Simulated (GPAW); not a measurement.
# CeO (Fm-3m) in GPAW: convergence with density grid spacing (A)

Aim: find how far density grid spacing (A) must go before the results for CeO settle, at LDA. This setting moves, with any that are tied to it; all else stays.

Program: GPAW 26.7.0. These are calculated values, not measurements. Logs are shortened: lines on timing, memory, paths and dates and some standing lists are left out, and cuts for length are marked. The log counts tension as positive stress, the text compression.

## Step 1: The structure

The structure is cubic, space group Fm-3m (No. 225). Conventional cell: a = 4.966 Å, b = 4.966 Å, c = 4.966 Å, α = 90.00°, β = 90.00°, γ = 90.00°. Ce (site symmetry m-3m) has 6 O at 2.48 Å as nearest neighbours. Around O (site symmetry m-3m) lie 6 Ce at 2.48 Å.

The cell comes from a database or a generator and needn't be the stable form of this composition.

## Step 2: With density grid spacing (A) 0.24

Contents of run.py:

```python
from ase.dft.bandgap import bandgap
from ase.io import read, write
from ase.units import GPa
from gpaw import GPAW, PW

atoms = read('CeO.xyz')
atoms.set_initial_magnetic_moments([1.0, 0.0])

calc = GPAW(mode=PW(800),
            h=0.24,
            xc='LDA',
            kpts={'size': (7, 7, 7), 'gamma': True},
            occupations={'name': 'fermi-dirac', 'width': 0.05},
            nbands=22,
            convergence={'density': 1e-05, 'energy': 1e-05},
            maxiter=100,
            txt='gpaw.txt')
atoms.calc = calc
energy = atoms.get_potential_energy()
forces = atoms.get_forces()
stress = atoms.get_stress()
calc.write('gs.gpw')
write('result.traj', atoms)
print(f'Energy: {energy:.6f} eV')
print('Forces (eV/A):')
print(forces.round(4))
print('Stress (GPa):', (stress / GPa).round(3))
print('Moments:', calc.get_magnetic_moments().round(3))
print('Fermi level:', round(calc.get_fermi_level(), 4), 'eV')
print(f'Gap: {bandgap(calc)[0]:.4f} eV, direct: {bandgap(calc, direct=True)[0]:.4f} eV')
```

Contents of CeO.xyz:

```xyz
2
Lattice="0.0000000000 2.4831414422 2.4831414422 2.4831414422 0.0000000000 2.4831414422 2.4831414422 2.4831414422 0.0000000000" Properties=species:S:1:pos:R:3 pbc="T T T"
Ce     0.0000000000      0.0000000000      0.0000000000
O      2.4831414422      2.4831414422      2.4831414422
```

Potentials or basis: the program's PAW data sets (release 1.2.1) made for this functional, pw.

On the command line:

```
$ OMP_NUM_THREADS=1 python run.py
```

Wall time 2.4 s (1 thread of Arm Neoverse V1, shared host); peak memory 0.14 GiB.

The input was rejected before any iteration.

## Step 3: With density grid spacing (A) 0.2

run.py: that of step 2 with these lines changed.

```diff
@@ -9,3 +9,3 @@
 calc = GPAW(mode=PW(800),
-            h=0.24,
+            h=0.2,
             xc='LDA',
```

CeO.xyz is that of step 2.

Potentials or basis: the program's PAW data sets (release 1.2.1) made for this functional, pw.

On the command line:

```
$ OMP_NUM_THREADS=1 python run.py
```

gpaw.txt:

```text
__  _  _
 | _ |_)|_||  |
 |__||  | ||/\| - 26.7.0

Input parameters:
  mode=PW(ecut=800.0),
  convergence={'density': 1e-05, 'energy': 1e-05},
  h=0.2,
  kpts=MonkhorstPack(size=(7, 7, 7), gamma=True),
  maxiter=100,
  nbands=22,
  occupations=Occupations(name='fermi-dirac', width=0.05),
  xc=XC(name='LDA')

Diagonalizing LCAO Hamiltonian
Converting LCAO to pw mode

               O

       Ce

Atoms  # Å, Bohr magnetons
|   | symbol |        x |        y |        z |    initial magnetic moments |
|---|--------|----------|----------|----------|-----------------------------|
| 0 |     Ce | 0.000000 | 0.000000 | 0.000000 | ( 0.0000,  0.0000,  1.0000) |
| 1 |      O | 2.483141 | 2.483141 | 2.483141 | ( 0.0000,  0.0000,  0.0000) |

Unit cell  # Å
| periodic |        x |        y |        z |  lengths |    angles |
|----------|----------|----------|----------|----------|-----------|
|      yes | 0.000000 | 2.483141 | 2.483141 | 3.511692 | 60.000000 |
|      yes | 2.483141 | 0.000000 | 2.483141 | 3.511692 | 60.000000 |
|      yes | 2.483141 | 2.483141 | 0.000000 | 3.511692 | 60.000000 |

Number of symmetries: 48
Symmetry operations  # r_c * U_cc + t_c -> r_c
|    | kind |            matrix            |
|----|------|------------------------------|
|  0 |  σ   |  1, 0, 0,  1, 0,-1,  1,-1, 0 |
|  1 |  C2  |  1, 0, 0,  1,-1, 0,  1, 0,-1 |
|  2 |  E   |  1, 0, 0,  0, 1, 0,  0, 0, 1 |
|  3 |  σ   |  1, 0, 0,  0, 0, 1,  0, 1, 0 |
|  4 |  C4  |  1, 0,-1,  1, 0, 0,  1,-1, 0 |
|  5 |  S6  |  1, 0,-1,  1,-1, 0,  1, 0, 0 |
|  6 |  σ   |  1, 0,-1,  0, 1,-1,  0, 0,-1 |
|  7 |  C3  |  1, 0,-1,  0, 0,-1,  0, 1,-1 |
|  8 |  S6  |  1,-1, 0,  1, 0, 0,  1, 0,-1 |
|  9 |  C4  |  1,-1, 0,  1, 0,-1,  1, 0, 0 |
| 10 |  C3  |  1,-1, 0,  0,-1, 1,  0,-1, 0 |
| 11 |  σ   |  1,-1, 0,  0,-1, 0,  0,-1, 1 |
| 12 |  σ   |  0, 1, 0,  1, 0, 0,  0, 0, 1 |
| 13 |  C4  |  0, 1, 0,  0, 1,-1, -1, 1, 0 |
| 14 |  C3  |  0, 1, 0,  0, 0, 1,  1, 0, 0 |
| 15 |  S6  |  0, 1, 0, -1, 1, 0,  0, 1,-1 |
| 16 |  C2  |  0, 1,-1,  1, 0,-1,  0, 0,-1 |
| 17 |  σ   |  0, 1,-1,  0, 1, 0, -1, 1, 0 |
| 18 |  S4  |  0, 1,-1,  0, 0,-1,  1, 0,-1 |
| 19 |  C4  |  0, 1,-1, -1, 1, 0,  0, 1, 0 |
| 20 |  C3  |  0, 0, 1,  1, 0, 0,  0, 1, 0 |
| 21 |  σ   |  0, 0, 1,  0, 1, 0,  1, 0, 0 |
| 22 |  S6  |  0, 0, 1,  0,-1, 1, -1, 0, 1 |
| 23 |  C4  |  0, 0, 1, -1, 0, 1,  0,-1, 1 |
| 24 |  S4  |  0, 0,-1,  1, 0,-1,  0, 1,-1 |
| 25 |  C3  |  0, 0,-1,  0, 1,-1,  1, 0,-1 |
| 26 |  C2  |  0, 0,-1,  0,-1, 0, -1, 0, 0 |
| 27 |  S6  |  0, 0,-1, -1, 0, 0,  0,-1, 0 |
| 28 |  S4  |  0,-1, 1,  1,-1, 0,  0,-1, 0 |
| 29 |  C4  |  0,-1, 1,  0, 0, 1, -1, 0, 1 |
| 30 |  C2  |  0,-1, 1,  0,-1, 0,  1,-1, 0 |
| 31 |  σ   |  0,-1, 1, -1, 0, 1,  0, 0, 1 |
| 32 |  C3  |  0,-1, 0,  1,-1, 0,  0,-1, 1 |
| 33 |  S6  |  0,-1, 0,  0, 0,-1, -1, 0, 0 |
| 34 |  S4  |  0,-1, 0,  0,-1, 1,  1,-1, 0 |
| 35 |  C2  |  0,-1, 0, -1, 0, 0,  0, 0,-1 |
| 36 |  C2  | -1, 1, 0,  0, 1, 0,  0, 1,-1 |
| 37 |  S6  | -1, 1, 0,  0, 1,-1,  0, 1, 0 |
| 38 |  S4  | -1, 1, 0, -1, 0, 1, -1, 0, 0 |
| 39 |  C3  | -1, 1, 0, -1, 0, 0, -1, 0, 1 |
| 40 |  S6  | -1, 0, 1,  0, 0, 1,  0,-1, 1 |
| 41 |  C2  | -1, 0, 1,  0,-1, 1,  0, 0, 1 |
| 42 |  C3  | -1, 0, 1, -1, 1, 0, -1, 0, 0 |
| 43 |  S4  | -1, 0, 1, -1, 0, 0, -1, 1, 0 |
| 44 |  C2  | -1, 0, 0,  0, 0,-1,  0,-1, 0 |
| 45 |  i   | -1, 0, 0,  0,-1, 0,  0, 0,-1 |
| 46 |  σ   | -1, 0, 0, -1, 1, 0, -1, 0, 1 |
| 47 |  C2  | -1, 0, 0, -1, 0, 1, -1, 1, 0 |

[... 89 lines left out ...]
    |------|--------|-------------|----------|
    |   2s |  2.000 |     -23.752 |    0.688 |
    |   2p |  4.000 |      -9.195 |    0.598 |
    |    s |        |       3.459 |    0.688 |
    |    p |        |      18.016 |    0.598 |
    |    d |        |       0.000 |    0.619 |

    Using partial waves for O as LCAO basis

Reference energy: -242953.459994  # eV

eigensolver:
  PPCG
  Converge bands: occupied
  niter=2

density mixing:
  MSR1-Mixer
  Pratt-step length: 0.05
  Maximum mixing coefficient: 0.75
  Old densities: 10
  SVD Regularization: 0.005
  Good broyden scale: 1.0
  Trust region scale: 1.0
  Backstep threshold: 4.0
  History deletion threshold: 6.0
  Fourier metric: weight=20.0, sigma=0.015

occupation numbers:
  Fermi-Dirac:
    width: 0.0500  # eV

poisson solver:
  ecut: 6400.0  # eV

xc functional:
  name: None

convergence criteria:
- Maximum integral of absolute [dens]ity change: 1e-05 electrons / valence electron
- Maximum [total energy] change in last 3 cyles: 1e-05 eV / valence electron
- Maximum integral of absolute [eigenst]ate change: 4e-08 eV^2 / valence electron
maximum number of iterations: 100

SCF iterations
|iter     | |      energy | eigst |  dens |  magmom |
|---------|-|-------------|-------|-------|---------|
|iter:   1| |  -21.351797 | -0.55 |       |  +0.9961|
|iter:   2| |  -20.165661 | -1.94 | -0.58 |  +1.0450|
|iter:   3| |  -18.559657 | -0.80 | -0.67 |  +1.2532|
|iter:   4| |  -18.525629 | -2.46 | -1.07 |  +0.9842|
|iter:   5| |  -18.612280 | -2.25 | -1.31 |  +0.5531|
|iter:   6| |  -18.576694 | -2.47 | -1.45 |  +0.1746|
|iter:   7| |  -18.577310 | -3.90 | -2.09 |  +0.1789|
|iter:   8| |  -18.577489 | -4.70 | -2.30 |  +0.1173|
|iter:   9| |  -18.577742 | -5.02 | -2.75 |  +0.0384|
|iter:  10| |  -18.577792 | -5.37 | -2.93 |  -0.0258|
|iter:  11| |  -18.577871c| -6.34 | -3.12 |  -0.0227|
|iter:  12| |  -18.577857c| -6.47 | -3.36 |  -0.0080|
|iter:  13| |  -18.577859c| -7.20 | -3.74 |  +0.0000|
|iter:  14| |  -18.577857c| -7.96c| -4.61 |  +0.0005|
|iter:  15| |  -18.577857c| -8.15c| -5.04c|  +0.0000|

Converged in 15 steps
Energy contributions relative to reference atoms: (reference = -242953.459994)

Energy contributions:
  Kinetic:           2.300150
  Coulomb:          -3.013122
  Zero:              0.368677
  External:          0.000000
  Xc:              -18.220135
  Entropy:          -0.026854
  Spinorbit:         0.000000
  ----------------------------
  Free energy:     -18.591284
  Extrapolated:    -18.577857

dipole moment: (-31.610707, -31.610707, -31.610707)  # |e|*Ang

Total magnetic moment: (0.000000, 0.000000, 0.000009)

Local magnetic moments
|        x |        y |        z |
|----------|----------|----------|
| 0.000000 | 0.000000 | 0.000001 |  # Ce   0
| 0.000000 | 0.000000 | 0.000005 |  # O    1

Fermi level: 13.781
Eigenvalues  # (at kpt = [0.000, 0.000, 0.000])
| band index |      eig [eV] | occ [0-1] |      eig [eV] | occ [0-1] |
|------------|---------------|-----------|---------------|-----------|
|          0 |       -21.218 |     1.000 |       -21.218 |     1.000 |
|          1 |        -5.312 |     1.000 |        -5.312 |     1.000 |
|          2 |        -2.922 |     1.000 |        -2.922 |     1.000 |
|          3 |        -2.922 |     1.000 |        -2.922 |     1.000 |
|          4 |        -2.922 |     1.000 |        -2.922 |     1.000 |
|          5 |         8.995 |     1.000 |         8.995 |     1.000 |
[... 9 lines left out ...]
|         15 |        14.930 |     0.000 |        14.930 |     0.000 |
|         16 |        14.930 |     0.000 |        14.930 |     0.000 |
|        ... |               |           |               |           |
|         21 |        23.521 |     0.000 |        23.521 |     0.000 |

No gap
No difference between direct/indirect transitions

Forces  # eV/Ang
|       x |        y |       z |
|---------|----------|---------|
| 0.00000 |  0.00000 | 0.00000 |  # Ce   0
| 0.00000 | -0.00000 | 0.00000 |  # O    1

Stress tensor  # eV/Ang^3
|        x |        y |        z |
|----------|----------|----------|
| 0.047974 | 0.000000 | 0.000000 |
| 0.000000 | 0.047974 | 0.000000 |
| 0.000000 | 0.000000 | 0.047974 |

# Writing to gs.gpw (mode='')
```

Run time: 33 s. Hardware: 1 thread of Arm Neoverse V1, shared host; peak memory 0.18 GiB.

Results:

| Item | Value |
| --- | --- |
| Free energy | -18.5913 eV |
| Pressure | -7.7 GPa |
| Band gap on the k mesh | none (metal or under the smearing width) |
| Net moment | 0.00 μB per cell |

## Step 4: With density grid spacing (A) 0.17

run.py: that of step 3 with these lines changed.

```diff
@@ -9,3 +9,3 @@
 calc = GPAW(mode=PW(800),
-            h=0.2,
+            h=0.17,
             xc='LDA',
```

CeO.xyz is that of step 3.

On the command line:

```
$ OMP_NUM_THREADS=1 python run.py
```

Run time: 44 s. Hardware: 1 thread of Arm Neoverse V1, shared host; peak memory 0.19 GiB.

What came out:

```
Free energy            : -18.5859 eV
Pressure               : -7.6 GPa
Band gap on the k mesh : none (metal or under the smearing width)
Net moment             : 0.00 μB per cell
```

## Step 5: With density grid spacing (A) 0.15

run.py: that of step 4 with these lines changed.

```diff
@@ -9,3 +9,3 @@
 calc = GPAW(mode=PW(800),
-            h=0.17,
+            h=0.15,
             xc='LDA',
```

CeO.xyz is that of step 4.

On the command line:

```
$ OMP_NUM_THREADS=1 python run.py
```

Wall time 49 s (1 thread of Arm Neoverse V1, shared host); peak memory 0.21 GiB.

The run converged. Its results:

* Free energy: -18.5848 eV
* Pressure: -7.6 GPa
* Band gap on the k mesh: none (metal or under the smearing width)
* Net moment: 0.00 μB per cell

## Step 6: With density grid spacing (A) 0.13

run.py: that of step 5 with these lines changed.

```diff
@@ -9,3 +9,3 @@
 calc = GPAW(mode=PW(800),
-            h=0.15,
+            h=0.13,
             xc='LDA',
```

CeO.xyz is that of step 5.

Potentials or basis: the program's PAW data sets (release 1.2.1) made for this functional, pw.

On the command line:

```
$ OMP_NUM_THREADS=1 python run.py
```

Wall time 69 s (1 thread of Arm Neoverse V1, shared host); peak memory 0.23 GiB.

The run converged. Its results:

```
Free energy            : -18.5848 eV
Pressure               : -7.6 GPa
Band gap on the k mesh : none (metal or under the smearing width)
Net moment             : 0.00 μB per cell
```

## Step 7: With density grid spacing (A) 0.11

run.py: that of step 6 with these lines changed.

```diff
@@ -9,3 +9,3 @@
 calc = GPAW(mode=PW(800),
-            h=0.13,
+            h=0.11,
             xc='LDA',
```

CeO.xyz is that of step 6.

On the command line:

```
$ OMP_NUM_THREADS=1 python run.py
```

It took 67 s on 1 thread of Arm Neoverse V1, shared host; peak memory 0.27 GiB.

Results (log left out):

```
Free energy            : -18.5848 eV
Pressure               : -7.6 GPa
Band gap on the k mesh : none (metal or under the smearing width)
Net moment             : 0.00 μB per cell
```

## Step 8: With density grid spacing (A) 0.09

run.py: that of step 7 with these lines changed.

```diff
@@ -9,3 +9,3 @@
 calc = GPAW(mode=PW(800),
-            h=0.11,
+            h=0.09,
             xc='LDA',
```

CeO.xyz is that of step 7.

On the command line:

```
$ OMP_NUM_THREADS=1 python run.py
```

It took 2.6 min on 1 thread of Arm Neoverse V1, shared host; peak memory 0.38 GiB.

It converged, with:

- Free energy: -18.5848 eV
- Pressure: -7.6 GPa
- Band gap on the k mesh: none (metal or under the smearing width)
- Net moment: 0.00 μB per cell

## Step 9: The series at a glance

```
density grid spacing (A)  energy less the tightest run, at zero smearing (meV/atom)  pressure (GPa)  SCF cycles  CPU time (s)  peak memory (GiB)
                    0.24                                                    refused               -           -             -                  -
                     0.2                                                      -3.24           -7.69          15            33               0.18
                    0.17                                                      -0.55           -7.62          15            44               0.19
                    0.15                                                       0.00           -7.64          15            49               0.21
                    0.13                                                       0.00           -7.64          15            69               0.23
                    0.11                                                       0.00           -7.64          15            67               0.27
                    0.09                                                       0.00           -7.64          15           160               0.38
```

Against the tightest run, the energy stays within 1 meV/atom from 0.17 on; the pressure stays within 0.1 GPa from 0.2 on. The tightest run that finished is the yardstick and may itself not be fully converged.

Caveats: one-centre terms of the f shell are cut off; the magnetic or orbital state may not be the lowest; spin-orbit coupling is left out, which moves the levels of the heavy elements; without U or exact exchange the open f shell lies at the Fermi level, which spoils levels, moments and volumes.
